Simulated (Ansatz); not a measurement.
How far is PAW off for Li?

```
CELL_PARAMETERS angstrom
1.55050 0.89518 7.58830
-1.55050 0.89518 7.58830
0.00000 -1.79036 7.58830
ATOMIC_POSITIONS crystal
Li 0.00000 0.00000 0.00000
Li 0.22200 0.22200 0.22200
Li 0.77800 0.77800 0.77800
```

Atom numbers follow the list: Li1, Li2, Li3.

Conventional cell: a = 3.101 Å, b = 3.101 Å, c = 22.765 Å, α = 90.00°, β = 90.00°, γ = 120.00°. Li (atom 1) has 12 Li at 3.10 Å as nearest neighbours. Li (atom 2) has 12 Li at 3.09 to 3.10 Å as nearest neighbours.

The cell is a measured one (Crystallography Open Database entry 9017802); the temperature and pressure of the measurement aren't taken into account, and nothing was relaxed.

Levels of theory: DFT, PBE, PAW with Ansatz's default frozen-core files, scalar-relativistic (Ansatz 0.2.0); DFT, PBE, all-electron PAW with datasets made for the crystal, scalar-relativistic (Ansatz 0.2.0); DFT, PBE, all-electron LAPW, scalar-relativistic (Ansatz 0.2.0).

For PAW: a Γ-centred 12×12×12 k mesh, Fermi–Dirac smearing of 0.08 eV, cutoff 420 eV, no spin polarisation. The crystal-made all-electron datasets (AE datasets) take a cutoff of 100 eV at this cell. LAPW targets a basis error of 1 meV/atom. The Ansatz runs share mesh, smearing and spin set-up. Plane-wave (PAW) pressures include the program's estimate of the Pulay term.

Stress and pressure are positive in compression.

| quantity | PAW | AE datasets | LAPW |
| --- | --- | --- | --- |
| pressure (GPa) | -0.52 | -0.52 | -0.52 |
| stress xx (GPa) | -0.46 | -0.46 | -0.45 |
| stress zz (GPa) | -0.65 | -0.64 | -0.64 |

PAW's pressure differs from the LAPW value by about 0.01 GPa or less.
